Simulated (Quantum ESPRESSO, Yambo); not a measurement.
# Quasiparticle gap of NaCl (Fm-3m) in Yambo, part 2 of 3

How does a plane-wave GW calculation on NaCl (Fm-3m) run from the first input to the gap?

Quantum ESPRESSO 7.5 and Yambo 5.3.0; PBE and many-body steps on it, plane waves. Known limits of the many-body steps: not at the basis limit; coarse k mesh.

So far. Step 2 (Ground state): The gap is direct, at Γ. Step 3 (Bands along the symmetry lines): The gap is 5.150 eV, as in the run before at this level.

The database entry behind the starting cell differs from later determinations by our own check (an axis about 0.4 % short against later determinations), so it need not match the best structure at ambient conditions.

### Step 4. Empty states on the mesh, 4×4×4 mesh, 108 bands

Level of this step: DFT, PBE, plane waves, norm-conserving pseudopotentials (Quantum ESPRESSO).

The sums over transitions need many empty states on a uniform mesh; this step solves for them.

pw.in reads:

```
&control
  calculation = 'nscf'
  prefix = 'x'
  outdir = 'o'
  pseudo_dir = 'pseudo'
/
&system
  ibrav = 0
  nat = 2
  ntyp = 2
  ecutwfc = 76.0
  nbnd = 108
  force_symmorphic = .true.
/
&electrons
  conv_thr = 1e-9
  electron_maxstep = 80
  diago_full_acc = .true.
  diago_thr_init = 5e-6
/
ATOMIC_SPECIES
  Na 22.99 Na.upf
  Cl 35.45 Cl.upf
CELL_PARAMETERS angstrom
  0.0000000000 2.8100000000 2.8100000000
  2.8100000000 0.0000000000 2.8100000000
  2.8100000000 2.8100000000 0.0000000000
ATOMIC_POSITIONS crystal
  Na 0.0000000000 0.0000000000 0.0000000000
  Cl 0.5000000000 0.5000000000 0.5000000000
K_POINTS automatic
  4 4 4 0 0 0
```

Started as:

```bash
> OMP_NUM_THREADS=1 mpirun -n 4 pw.x -nk 4 -in pw.in > pw.out
```

The program printed:

```text
[banner, memory and clock lines left out]
Program PWSCF v.7.5 starts

     Atomic positions and unit cell read from directory:
     o/x.save/

     Message from routine setup:
     using ibrav=0 with symmetry is DISCOURAGED, use correct ibrav instead

     G-vector sticks info

     bravais-lattice index     =            0
     lattice parameter (alat)  =       7.5097  a.u.
     unit-cell volume          =     299.4646 (a.u.)^3
     number of atoms/cell      =            2
     number of atomic types    =            2
     number of electrons       =        16.00
     number of Kohn-Sham states=          108
     kinetic-energy cutoff     =      76.0000  Ry
     charge density cutoff     =     304.0000  Ry
     Exchange-correlation= PBE
                           (   1   4   3   4   0   0   0)

     celldm(1)=   7.509658  celldm(2)=   0.000000  celldm(3)=   0.000000
     celldm(4)=   0.000000  celldm(5)=   0.000000  celldm(6)=   0.000000

     crystal axes: (cart. coord. in units of alat)
               a(1) = (   0.000000   0.707107   0.707107 )
               a(2) = (   0.707107   0.000000   0.707107 )
               a(3) = (   0.707107   0.707107   0.000000 )

     reciprocal axes: (cart. coord. in units 2 pi/alat)
               b(1) = ( -0.707107  0.707107  0.707107 )
               b(2) = (  0.707107 -0.707107  0.707107 )
               b(3) = (  0.707107  0.707107 -0.707107 )
     Pseudo is Norm-conserving, Zval =  9.0
     Generated using ONCVPSP code by D. R. Hamann
     Using radial grid of 1992 points,  4 beta functions with:
     Pseudo is Norm-conserving + core correction, Zval =  7.0
     Generated using ONCVPSP code by D. R. Hamann
     Using radial grid of 1028 points,  6 beta functions with:
     Na                9.00    22.99000     Na( 1.00)
     Cl                7.00    35.45000     Cl( 1.00)

     48 Sym. Ops., with inversion, found

   Cartesian axes

     site n.     atom                  positions (alat units)
         1        Na     tau(   1) = (   0.0000000   0.0000000   0.0000000  )
         2        Cl     tau(   2) = (   0.7071068   0.7071068   0.7071068  )

     number of k points=     8
                       cart. coord. in units 2pi/alat
        k(    1) = (   0.0000000   0.0000000   0.0000000), wk =   0.0312500
        k(    2) = (   0.1767767   0.1767767  -0.1767767), wk =   0.2500000
        k(    3) = (  -0.3535534  -0.3535534   0.3535534), wk =   0.1250000
[...]
k(    7) = (  -0.7071068   0.0000000   0.0000000), wk =   0.0937500
        k(    8) = (  -0.7071068   0.3535534   0.0000000), wk =   0.1875000

     Dense  grid:    26813 G-vectors     FFT dimensions: (  45,  45,  45)

     The potential is recalculated from file :
     o/x.save/charge-density

     Starting wfcs are    9 randomized atomic wfcs +   99 random wfcs

     Band Structure Calculation

     End of band structure calculation

          k = 0.0000 0.0000 0.0000 (  3383 PWs)   bands (ev):

   -47.7639 -19.6862 -19.6862 -19.6862 -11.5392   1.1413   1.1413   1.1413
     6.2911  12.2033  12.2033  12.2033  14.2947  14.2947  16.0863  18.3681
    18.3681  18.3681  25.1767  26.7630  26.7630  26.7630  28.7516  28.7516
[...]
91.5227  91.5227  92.8448  92.8448

          k = 0.1768 0.1768-0.1768 (  3362 PWs)   bands (ev):

[...]
94.9555  94.9555  96.5216  96.5216

          k =-0.3536-0.3536 0.3536 (  3354 PWs)   bands (ev):

[...]
84.2234  84.2234  85.1277  86.1551  86.2774  87.1790  87.5674  87.5674
    88.5499  88.5499  91.5029  92.9513  92.9513  94.3593  94.8003  94.8003
    95.9137  96.1711  96.1711  96.4395

          k = 0.3536 0.0000 0.0000 (  3359 PWs)   bands (ev):

     [... further k-points ...]

     highest occupied, lowest unoccupied level (ev):     1.1413    6.2911

     XML data file, pseudopotentials, collected wavefunctions
```

Elapsed: 6.7 s, on 4 MPI ranks of Arm Neoverse V1, shared host; peak memory 0.32 GiB.

This step gave:

| Property | Result |
| --- | --- |
| gap | 5.150 eV |
| k of the valence top | 0, 0, 0 |
| k of the conduction bottom | 0, 0, 0 |
| least direct gap | 5.150 eV |
| k points computed | 8 |
| lowest point of the top converged band, above the valence top | 91.7034 eV |

On this mesh the gap is 5.150 eV.

### Step 5. Conversion and set-up

This step: Yambo 5.3.0; conversion and set-up on PBE, plane waves, norm-conserving pseudopotentials.

The states are converted to the many-body program's format and the q mesh is built.

Started as:

```bash
> (cd o/x.save; p2y > p2y.log; mv SAVE ../..); yambo > setup.log
```

The program printed:

```text
 Yambo, version 5.3.0

 [02] CORE Variables Setup
 =========================

  [02.01] Unit cells
  ==================

  Cell kind             :  FCC
  Atoms in the cell     :  Na  Cl
  number of Na atoms    :  1
  number of Cl atoms    :  1

  List of atomic masses
  Mass of Na    :  22.99000
  Mass of Cl    :  35.45000

  List of atomic coordinates    : [cc]
  Na1       :  0.000000  0.000000  0.000000  order 1
  Cl1       :  5.310130  5.310130  5.310130  order 2

  Alat factors          :  5.310130  5.310130  5.310130 [a.u.]
  Direct lattice volume :  299.4646 [a.u.]
  Direct lattice vectors:  A[ 1 ]  A[ 2 ]  A[ 3 ]
   A[ 1 ]:  0.000000  1.000000  1.000000  [iru]
   0.000000  5.310130  5.310130  [cc]
   A[ 2 ]:  1.000000  0.000000  1.000000  [iru]
   5.310130  0.000000  5.310130  [cc]
   A[ 3 ]:  1.000000  1.000000  0.000000  [iru]
   5.310130  5.310130  0.000000  [cc]

  Recip. lattice volume :  0.828312 [a.u.]
  Recip. lattice vectors:  B[ 1 ]  B[ 2 ]  B[ 3 ]
   B[ 1 ]: -0.500000  0.500000  0.500000  [iku]
  -0.591623  0.591623  0.591623  [cc]
   B[ 2 ]:  0.500000 -0.500000  0.500000  [iku]
   0.591623 -0.591623  0.591623  [cc]
   B[ 3 ]:  0.500000  0.500000 -0.500000  [iku]
   0.591623  0.591623 -0.591623  [cc]

  [02.02] Symmetries
  ==================

  Inversion symmetry    : yes
  Spatial inversion     : yes
  Inversion index       :  25
  K-space Time-reversal : no
  Magnetic symmetries   : no
  Group table correct   : yes
  Symmetries units      :  [cc]

   [S  1]:   1.0000      0.20663E-16  0.20663E-16  0.20663E-16   1.0000     -0.20663E-16 -0.20663E-16 -0.20663E-16   1.0000
   [S  2]:  -1.0000     -0.20663E-16  0.20663E-16 -0.20663E-16  -1.0000     -0.20663E-16  0.20663E-16  0.20663E-16   1.0000
   [S  3]:  -1.0000      0.20663E-16 -0.20663E-16 -0.20663E-16   1.0000      0.20663E-16  0.20663E-16 -0.20663E-16  -1.0000
[...]
[... 36 further rows ...]
   [S 47]:  0.20663E-16   1.0000     -0.20663E-16 -0.20663E-16  0.20663E-16  -1.0000       1.0000     -0.20663E-16  0.20663E-16
   [S 48]:  0.20663E-16  -1.0000      0.20663E-16 -0.20663E-16 -0.20663E-16   1.0000       1.0000      0.20663E-16 -0.20663E-16

  [02.03] Reciprocal space
  ========================

  nG shells         :  293
  nG charge         :  26813
  nG WFs            :   4067
  nC WFs            :   3383
  G-vecs. in first 29 shells:  [ Number ]
     1    9   15   27   51   59   65   89  113
    137   169   181   229   259   283   307   331   339
    387   411   459   531   537   561   609   645   701
    725   749
  ...
  Shell energy in first 29 shells:  [ mHa ]
    0.00000      525.026      700.034      1400.07      1925.09      2100.10      2800.14      3325.16      3500.17
    4200.21      4725.23      5600.28      6125.30      6300.31      7000.34      7525.37      7700.38      8400.41
[...]
BZ  K-points                                      :   64

  K/Q-points units:
  rlu = crystal or reduced units; cc = cartesian coordinates; iku = interal k-units

  K [1]          [rlu]:  0.000000  0.000000  0.000000
         WF components:   3383
  K [2]          [rlu]:  0.30764E-17  0.30764E-17  0.25000
         WF components:   3362
  K [3]          [rlu]: -0.61529E-17 -0.61529E-17 -0.50000
         WF components:   3354
  K [4]          [rlu]:  0.15802E-17  0.25000      0.25000
         WF components:   3359
  K [5]          [rlu]: -0.17826E-16  0.25000     -0.50000
         WF components:   3339
  [... 2 further k-points ...]
  K [8]          [rlu]:  0.250000 -0.500000 -0.250000
         WF components:   3316

  [02.05] Energies & Occupations
  ==============================

  [X] === General ===
  [X] Electronic Temperature                        :  0.000000  0.000000 [eV K]
  [X] Bosonic    Temperature                        :  0.000000  0.000000 [eV K]
  [X] Finite Temperature mode                       : no
  [X] El. density                                   :  0.36055E+24 [cm-3]
  [X] Fermi Level                                   :  1.141321 [eV]

  [X] === Gaps and Widths ===
  [X] Conduction Band Min                           :  5.149762 [eV]
  [X] Valence Band Max                              :  0.000000 [eV]
  [X] Filled Bands                                  :   8
  [X] Empty Bands                                   :    9  108
  [X] Direct Gap                                    :  5.149762 [eV]
  [X] Direct Gap localized at k                     :  1
  [X] Indirect Gap                                  :  5.149762 [eV]
  [X] Indirect Gap between kpts                     :  1  1
  [X] Last valence band width                       :  0.763888 [eV]
  [X] 1st conduction band width                     :  3.695208 [eV]

  E @ K [1]:  [eV]
   -48.905      -20.828      -20.828      -20.828      -12.681     -0.85436E-09 -0.68449E-09   0.0000
    5.14976  11.06198  11.06198  11.06198  13.15342  13.15342  14.94499  17.22677
  occ @ K [1]
   2.000000  2.000000  2.000000  2.000000  2.000000  2.000000  2.000000  2.000000
[...]
E @ K [2]:  [eV]
[...]
occ @ K [2]
[...]
E @ K [3]:  [eV]
[...]
occ @ K [3]
[...]
E @ K [4]:  [eV]
[...]
occ @ K [4]
[...]
E @ K [5]:  [eV]
[...]
occ @ K [5]
[...]
[... 2 further k-points ...]
  E @ K [8]:  [eV]
[...]
occ @ K [8]
   2.000000  2.000000  2.000000  2.000000  2.000000  2.000000  2.000000  2.000000
   0.000000  0.000000  0.000000  0.000000  0.000000  0.000000  0.000000  0.000000

 [03] Transferred momenta grid and indexing
 ==========================================

 IBZ Q-points                                      :   8
 BZ  Q-points                                      :   64

 K/Q-points units:
 rlu = crystal or reduced units; cc = cartesian coordinates; iku = interal k-units

 Q [1]          [rlu]:  0.000000  0.000000  0.000000
 Q [2]          [rlu]:  0.30764E-17  0.30764E-17  0.25000
 Q [3]          [rlu]: -0.61529E-17 -0.61529E-17 -0.50000
[...]
Q [7]          [rlu]: -0.31603E-17 -0.50000     -0.50000
 Q [8]          [rlu]:  0.250000 -0.500000 -0.250000

  [03.01] X indexes
  =================

   [03.01.01] Sigma indexes
   ========================

 [06] Game Over & Game summary
```

The job ended after 2.3 s (1 MPI rank; peak memory 0.24 GiB).

(Part 2 of 3 ends here.)

[Paths, hosts, dates, memory and timing lines, banners, echoed tables and standing remarks are left out of the program output.]

[Logs are printed without paths, hosts, clocks, repeated set-up lines and the standing remarks that a program may print on its own settings, such as how far it seeks lower states.]

[Runs of the session that timed out or met a known fault of the program may be left out.]

[Hosts, paths, dates, database ids (printed as entryN), source tags and the programs' standing remarks are cut or masked in the printed files.]
